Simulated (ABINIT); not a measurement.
# Au (P-1) in ABINIT: optical spectrum with LDA

Aim: the optical spectrum of Au with LDA.

All numbers are computed with ABINIT 10.8.3 (patched build); they aren't measurements. Logs are shortened: lines on timing, memory, paths and dates and some standing lists are left out, and cuts for length are marked. The log counts tension as positive stress, the text compression.

### Step 1. Starting point

The typed cell holds 2 atoms: a = 2.815 Å, b = 2.820 Å, c = 5.191 Å, α = 103.14°, β = 102.66°, γ = 90.26°.

This isn't the form of Au at room conditions, which is fcc.

### Step 2. Optical spectrum, LDA

run.abi

```
# Datasets
ndtset 3

# Pseudopotentials
pp_dirpath "./"
pseudos "Au.upf"

# Structure
acell 3*1.0
rprim
     5.3205032263     0.0000000000     0.0000000000
    -0.0244820575     5.3293670449     0.0000000000
    -2.1503035689    -2.2401020601     9.3050379568
ntypat 1
znucl 79
natom 2
typat 1 1
chkprim 0
chksymtnons 0
tolsym 1.0e-6
xred
   0.6728620000   0.6659620000   0.2740550000
   0.3271380000   0.3340380000   0.7259450000

# Plane-wave basis
ecut 35.0

# k points
ngkpt 12 12 8
nshiftk 1
shiftk 0.0 0.0 0.0
istwfk *1

# Exchange and correlation
ixc 7

# Bands and occupations
occopt 3
tsmear 0.00499791

# SCF cycle
nstep 80

# Output
iomode 3
prteig 0
prtebands 0

# Dataset 1: ground state
nband1 23
tolvrs1 1.0e-12
prtden1 1
prtwf1 0
kptopt1 1

# Dataset 2: empty bands at fixed density
iscf2 -3
getden2 1
nband2 29
nbdbuf2 4
tolwfr2 1.0e-12
nstep2 120
prtden2 0
kptopt2 1

# Dataset 3: wave functions and velocity matrix elements in the full zone
optdriver3 8
wfk_task3 "wfk_optics_fullbz"
getwfk3 2
nband3 25
kptopt3 1
prtevk3 1
inclvkb3 2
```

optic.abi

```
&FILES
 ddkfile_1 = 'runo_DS3_1_EVK.nc',
 ddkfile_2 = 'runo_DS3_2_EVK.nc',
 ddkfile_3 = 'runo_DS3_3_EVK.nc',
 wfkfile = 'runo_DS3_WFK.nc'
/
&PARAMETERS
 broadening = 0.003675,
 domega = 0.002,
 maxomega = 0.8,
 scissor = 0.000000,
 tolerance = 0.002
/
&COMPUTATIONS
 num_lin_comp = 3,
 lin_comp = 11,22,33,
 num_nonlin_comp = 0
/
```

Potentials or basis: PseudoDojo NC SR LDA v0.4.1 standard.

Run with:

```bash
$ mpirun --bind-to none -np 4 abinit run.abi > log 2>&1
$ optic optic.abi > optic.log 2>&1
```

run.abo:

```text
.Version 10.8.3 of ABINIT
 DATASET    1 : space group P-1 (#  2); Bravais aP (primitive triclinic)
================================================================================
 Values of the parameters that define the memory need for DATASET  1.
     intxc =       0    ionmov =       0      iscf =       7    lmnmax =       7
     lnmax =       7     mgfft =      54  mpssoang =       4    mqgrid =    3001
     natom =       2  nloc_mem =       1    nspden =       1   nspinor =       1
    nsppol =       1      nsym =       2    n1xccc =    2501    ntypat =       1
    occopt =       3   xclevel =       1
       mpw =        2628          nfft =       48600          nkpt =         580
================================================================================
================================================================================
[... 13 lines left out ...]
 DATASET    3 : space group P-1 (#  2); Bravais aP (primitive triclinic)
================================================================================
 Values of the parameters that define the memory need for DATASET  3.
     intxc =       0    ionmov =       0      iscf =       7    lmnmax =       7
     lnmax =       7     mgfft =      54  mpssoang =       4    mqgrid =    3001
     natom =       2  nloc_mem =       1    nspden =       1   nspinor =       1
    nsppol =       1      nsym =       2    n1xccc =    2501    ntypat =       1
    occopt =       3   xclevel =       1
       mpw =        2628          nfft =       48600          nkpt =         580
================================================================================
================================================================================

--------------------------------------------------------------------------------
------------- Echo of variables that govern the present computation ------------
--------------------------------------------------------------------------------
 -outvars: echo values of preprocessed input variables --------
            acell      1.0000000000E+00  1.0000000000E+00  1.0000000000E+00 Bohr
              amu      1.96966540E+02
          chkprim           0
      chksymtnons           0
             ecut      3.50000000E+01 Hartree
           getden1          0
           getden2          1
           getden3          0
           getwfk1          0
           getwfk2          0
           getwfk3          2
             iscf1          7
             iscf2         -3
             iscf3          7
                       outvar_i_n : Printing only first  50 k-points.
              ixc           7
           jdtset        1    2    3
                       outvar_i_n : Printing only first  50 k-points.
         kptrlatt       12    0    0      0   12    0      0    0    8
          kptrlen      6.38460387E+01
            natom           2
            nband1         23
            nband2         29
            nband3         25
           nbdbuf1          0
           nbdbuf2          4
           nbdbuf3          0
           ndtset           3
            ngfft          30      30      54
             nkpt         580
            nstep1         80
            nstep2        120
            nstep3         80
             nsym           2
           ntypat           1
                       prtocc : prtvol=0, do not print more k-points.
                       prtocc : prtvol=0, do not print more k-points.
                       prtocc : prtvol=0, do not print more k-points.
           occopt           3
        optdriver1          0
        optdriver2          0
        optdriver3          8
           prtden1          1
           prtden2          0
           prtden3          1
        prtebands           0
           prteig           0
           prtevk1          0
           prtevk2          0
           prtevk3          1
            prtwf1          0
            prtwf2          1
            prtwf3          1
            rprim      5.3205032263E+00  0.0000000000E+00  0.0000000000E+00
                      -2.4482057500E-02  5.3293670449E+00  0.0000000000E+00
                      -2.1503035689E+00 -2.2401020601E+00  9.3050379568E+00
          spgroup           2
           tolsym      1.00000000E-06
           tolvrs1     1.00000000E-12
           tolvrs2     0.00000000E+00
           tolvrs3     0.00000000E+00
           tolwfr1     0.00000000E+00
           tolwfr2     1.00000000E-12
           tolwfr3     0.00000000E+00
           tsmear      4.99791000E-03 Hartree
            typat      1  1
         wfk_task1          0
         wfk_task2          0
[... 218 lines left out ...]
  5.97E-13  1.85E-13  1.43E-13  1.83E-13  1.93E-13  2.15E-13  9.17E-14  2.09E-13
  1.37E-13  4.11E-13  7.65E-13  1.33E-13  2.08E-13  8.76E-13  4.43E-13  4.68E-13
  1.78E-13  1.33E-08  1.86E-09  1.21E-08  6.42E-06
 -3.5025E+00 -3.5021E+00 -1.7136E+00 -1.7073E+00 -1.7072E+00 -1.7068E+00
 -1.7067E+00 -1.7065E+00  5.0807E-02  1.4362E-01  1.5600E-01  1.7511E-01
  1.9574E-01  2.6069E-01  2.6150E-01  2.8128E-01  2.8374E-01  2.9273E-01
  3.0676E-01  3.6370E-01  4.6217E-01  8.7608E-01  8.8088E-01  9.3295E-01
  9.4217E-01  1.0107E+00  1.0239E+00  1.0435E+00  1.0559E+00
 prteigrs : prtvol=0 or 1, do not print more k-points.

--- !ResultsGS
iteration_state: {dtset: 2, }
comment   : Summary of ground state results
lattice_vectors:
- [  5.3205032,   0.0000000,   0.0000000, ]
- [ -0.0244821,   5.3293670,   0.0000000, ]
- [ -2.1503036,  -2.2401021,   9.3050380, ]
lattice_lengths: [   5.32050,    5.32942,    9.80946, ]
lattice_angles: [103.141, 102.662,  90.263, ] # degrees, (23, 13, 12)
lattice_volume:   2.6384356E+02
convergence: {deltae:  0.000E+00, res2:  0.000E+00, residm:  9.994E-13, diffor:  0.000E+00, }
etotal    :  -2.95092806E+02
entropy   :   0.00000000E+00
fermie    :   3.64993987E-01
cartesian_stress_tensor: null
pressure_GPa: null
xred      :
- [  6.7286E-01,   6.6596E-01,   2.7405E-01, Au]
- [  3.2714E-01,   3.3404E-01,   7.2594E-01, Au]
cartesian_forces: null
force_length_stats: {min: null, max: null, mean: null, }
...

 Integrated electronic density in atomic spheres:
 ------------------------------------------------
 Atom  Sphere_radius  Integrated_density
    1        2.00000         15.56194432
    2        2.00000         15.56194432
================================================================================

 ----iterations are completed or convergence reached----

 Mean square residual over all n,k,spin=   41.131E-14; max=  99.938E-14
 reduced coordinates (array xred) for    2 atoms
       0.672862000000      0.665962000000      0.274055000000
       0.327138000000      0.334038000000      0.725945000000

 cartesian coordinates (angstrom) at end:
    1      1.57396293384797     1.55326463746960     1.34945066498767
    2      0.09067913082628     0.08150398981811     3.57456336499780
 length scales=  1.000000000000  1.000000000000  1.000000000000 bohr
              =  0.529177210544  0.529177210544  0.529177210544 angstroms
 Eigenvalues (hartree) for nkpt= 580  k points:
 kpt#   1, nband= 29, wtk=  0.00087, kpt=  0.0000  0.0000  0.0000 (reduced coord)
  -3.50246   -3.50212   -1.71357   -1.70729   -1.70723   -1.70684   -1.70673   -1.70647
   0.05081    0.14362    0.15600    0.17511    0.19574    0.26069    0.26150    0.28128
   0.28374    0.29273    0.30676    0.36370    0.46217    0.87608    0.88088    0.93295
   0.94217    1.01072    1.02387    1.04351    1.05593
      occupation numbers for kpt#   1
   2.00000    2.00000    2.00000    2.00000    2.00000    2.00000    2.00000    2.00000
   2.00000    2.00000    2.00000    2.00000    2.00000    2.00000    2.00000    2.00000
   2.00000    2.00000    1.99998    1.12828    0.00000    0.00000    0.00000    0.00000
   0.00000    0.00000    0.00000    0.00000    0.00000
 prteigrs : prtvol=0 or 1, do not print more k-points.

--- !EnergyTerms
iteration_state     : {dtset: 2, }
comment             : Components of total free energy in Hartree
kinetic             :  8.48975957433811E+01
hartree             :  6.01330830930399E+01
xc                  : -5.02080812888855E+01
Ewald energy        : -2.01850823065996E+02
psp_core            :  9.29067343032685E+00
local_psp           : -2.01863643276050E+02
non_local_psp       :  4.50969708652337E+00
internal            : -2.95091498277660E+02
'-kT*entropy'       : -1.30812196206060E-03
total_energy        : -2.95092806399622E+02
...

--- !EnergyTermsDC
iteration_state     : {dtset: 2, }
comment             : '"Double-counting" decomposition of free energy'
band_energy         : -2.94224127599412E+01
Ewald energy        : -2.01850823065996E+02
psp_core            :  9.29067343032685E+00
xc_dc               : -7.31089357200654E+01
internal            : -2.95091498115676E+02
'-kT*entropy'       : -1.30812196206060E-03
total_energy_dc     : -2.95092806237638E+02
...

================================================================================
== DATASET  3 ==================================================================

--- !DatasetInfo
iteration_state: {dtset: 3, }
dimensions: {natom: 2, nkpt: 580, mband: 25, nsppol: 1, nspinor: 1, nspden: 1, mpw: 2628, }
cutoff_energies: {ecut:  35.0, pawecutdg:  -1.0, }
electrons: {nelect:   3.80000000E+01, charge:   0.00000000E+00, occopt:   3.00000000E+00, tsmear:   4.99791000E-03, }
meta: {optdriver: 8, wfk_task: 7, }
...

 mkfilename : getwfk/=0, take file _WFK from output of DATASET   2.

 Exchange-correlation functional for the present dataset will be:
  LDA: Perdew-Wang 92 LSD fit to Ceperley-Alder data - ixc=7
  J.P.Perdew and Y.Wang, PRB 45, 13244 (1992)

--------------------------------------------------------------------------------

 Computation of velocity matrix elements (DDK)

 Parameters extracted from the Abinit header:
    ecut:     35.0
    nkpt:    1152
    mband:   29
    nsppol:  1
    nspinor: 1
    useylm:  0
    inclvkb: 2
    bmin: 1, bmax: 29
    Computing diagonal and off-diagonal matrix elements
    Between band index bmin: 1, bmax: 29

== END DATASET(S) ==============================================================
================================================================================

 -outvars: echo values of variables after computation  --------
            acell      1.0000000000E+00  1.0000000000E+00  1.0000000000E+00 Bohr
           etotal1    -2.9509280624E+02
           etotal2    -2.9509280624E+02
           etotal3     0.0000000000E+00
            fcart1     3.8139740676E-04  3.1872850273E-04  2.9734534858E-03
                      -3.8139740676E-04 -3.1872850273E-04 -2.9734534858E-03
            fcart3     0.0000000000E+00  0.0000000000E+00  0.0000000000E+00
                       0.0000000000E+00  0.0000000000E+00  0.0000000000E+00
            rprim      5.3205032263E+00  0.0000000000E+00  0.0000000000E+00
                      -2.4482057500E-02  5.3293670449E+00  0.0000000000E+00
                      -2.1503035689E+00 -2.2401020601E+00  9.3050379568E+00
           strten1     4.3398171729E-04  4.4059179338E-04  3.8309180955E-04
                      -7.9283907816E-06 -1.0933111238E-05 -4.2616876969E-06
           strten3     0.0000000000E+00  0.0000000000E+00  0.0000000000E+00
                       0.0000000000E+00  0.0000000000E+00  0.0000000000E+00
           xangst      1.5739629338E+00  1.5532646375E+00  1.3494506650E+00
                       9.0679130826E-02  8.1503989818E-02  3.5745633650E+00
             xred      6.7286200000E-01  6.6596200000E-01  2.7405500000E-01
                       3.2713800000E-01  3.3403800000E-01  7.2594500000E-01
 Calculation completed.
```

Run time: 8.2 min. Hardware: 4 MPI ranks of Arm Neoverse V1, shared host; peak memory 2.4 GiB.

What came out:

| Quantity | Value |
| --- | --- |
| Free energy | -8029.8843 eV |
| Pressure | -12.3 GPa |
| Largest force | 0.155 eV/Å |
| Band gap on the k mesh | none (metal or under the smearing width) |

Forces on the atoms (eV/Å):
```
Au   0.020  0.016  0.153
Au  -0.020 -0.016 -0.153
```

Stress tensor (GPa, compression positive):
```
-12.77   0.13   0.32
  0.13 -12.96   0.23
  0.32   0.23 -11.27
```

Dielectric function (mean over the directions given):
```tsv
energy (eV)	real part	imaginary part
0.33	10.07	5.96
1.31	11.05	5.37
2.29	6.00	6.41
3.37	5.47	7.26
4.35	3.19	5.74
5.44	1.45	5.29
6.42	0.72	4.56
7.51	0.35	3.17
8.49	0.50	2.66
9.58	0.84	2.14
10.56	1.20	2.44
11.65	0.76	2.35
12.63	0.57	2.02
13.71	0.74	1.64
14.69	0.55	1.68
15.78	0.76	1.50
16.76	0.96	1.56
17.85	1.17	1.82
18.83	0.90	2.18
19.92	0.39	2.41
```

Caveat: the intraband (Drude) term is left out; spectra need much finer meshes, so this one isn't converged; independent-particle spectra lack excitons.
